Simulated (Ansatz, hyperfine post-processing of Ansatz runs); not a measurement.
# Li2MnO3: isotropic lines and sites in a paramagnetic 17O spectrum

Calculated values: DFT, PBEsol+U, plane-wave PAW, default files (PAW set soft_2), collinear spin, scalar-relativistic (Ansatz), contact and point-dipole shifts scaled to 340 K with Θ = -34 K (measured); spin-only moments, above the ordering temperature.

```xyz
12
Lattice="2.4583 -4.2533 0.0000 2.4583 4.2533 0.0000 -1.6627 0.0000 4.7278" Properties=species:S:1:pos:R:3 pbc="T T T"
Mn    2.4583    2.8319    0.0000
Mn    2.4583   -2.8319    0.0000
O     3.3329    1.5170    1.0599
O    -0.0790    1.5170    3.6680
O    -0.0790   -1.5170    3.6680
O     3.3329   -1.5170    1.0599
O     2.5508    0.0000    3.6524
O     0.7031    0.0000    1.0755
Li    1.6269   -1.3734    2.3639
Li    1.6269    1.3734    2.3639
Li   -0.8314    0.0000    2.3639
Li    2.4583    0.0000    0.0000
```

17O MAS at 11.7 T (67.6 MHz), 40 kHz, 340 K; contact and dipolar shift alone, no orbital or quadrupolar part; lines under 1.5 % of the strongest are left out. Lines of the NMR spectrum (strongest = 100):

```csv
position (ppm),intensity
-1584.1,2.0
-1470.1,3.6
-992.0,8.0
-878.1,10
-400.0,22
-286.0,22
192.1,46
306.1,19
784.2,34
898.2,28
1376.3,54
1490.2,49
1968.4,100
2082.3,21
2560.4,45
2674.4,5.7
3152.5,11
3744.6,2.4
```

**Question.** Which lines are isotropic ones rather than spinning sidebands, and which O atoms give them?

Sidebands are spaced by 592 ppm (the spinning rate over the resonance of 67.6 MHz). An isotropic line need not be the tallest: it is the area-weighted centre of its own family of sidebands, and the one that stays put when the rate is changed. Isotropic shifts: 1376 ppm for atom 3 and the 3 atoms equivalent to it (bonded to 2 Mn at 1.90 Å), reduced anisotropy -2301 ppm; 898 ppm for atom 7 and the 1 atom equivalent to it (bonded to 2 Mn at 1.92 Å), reduced anisotropy -2238 ppm. The families' total areas stand as 2:1, which settles the match.

[Logs are printed without paths, hosts, clocks, repeated set-up lines and the standing remarks that a program may print on its own settings, such as how far it seeks lower states.]

[Hosts, paths, dates, database ids (printed as entryN), source tags and the programs' standing remarks are cut or masked in the printed files.]
